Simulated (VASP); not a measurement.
A run of VASP 6.6.1:

The input INCAR:

```
SYSTEM = MoS2
  ALGO = Fast
  DIPOL = 0.5 0.5 0.500
  EDIFF = 1E-6
  ENCUT = 520
  GGA = PE
  IDIPOL = 3
  ISIF = 2
  ISMEAR = 0
  IVDW = 12
  LASPH = .True.
  LCHARG = .False.
  LDIPOL = .True.
  LREAL = .False.
  LWAVE = .False.
  NBANDS = 20
  NELM = 100
  PREC = Accurate
  SIGMA = 0.02
```

File KPOINTS:

```
k-points
0
Gamma
  12 12 1
  0 0 0
```

File POSCAR:

```
MoS2
1.0
    3.1542360442      0.0000000000      0.0000000000
   -1.5771180221      2.7535017322      0.0000000000
    0.0000000000      0.0000000000     32.2630185773
S Mo
2 1
Direct
    0.3334759301      0.6669518603      0.4515516584
    0.3334759301      0.6669518603      0.5484483416
    0.6663814731      0.3327629462      0.5000000000
```

Potentials or basis: VASP PAW PBE potentials, release 64 (S, Mo_sv).

Run with:

```sh
$ cat potpaw_PBE.64/S/POTCAR potpaw_PBE.64/Mo_sv/POTCAR > POTCAR
$ mpirun -np 1 vasp_std > vasp.out
```

Hardware: 1 thread of AMD EPYC 9R45 (Zen 5), with other jobs on the host.

Task: Estimate the wall time of this run.

Result: It took 4 min on 1 thread of AMD EPYC 9R45 (Zen 5), with other jobs on the host, peak memory 0.48 GiB. Counts: scf iterations 23, k points 43.
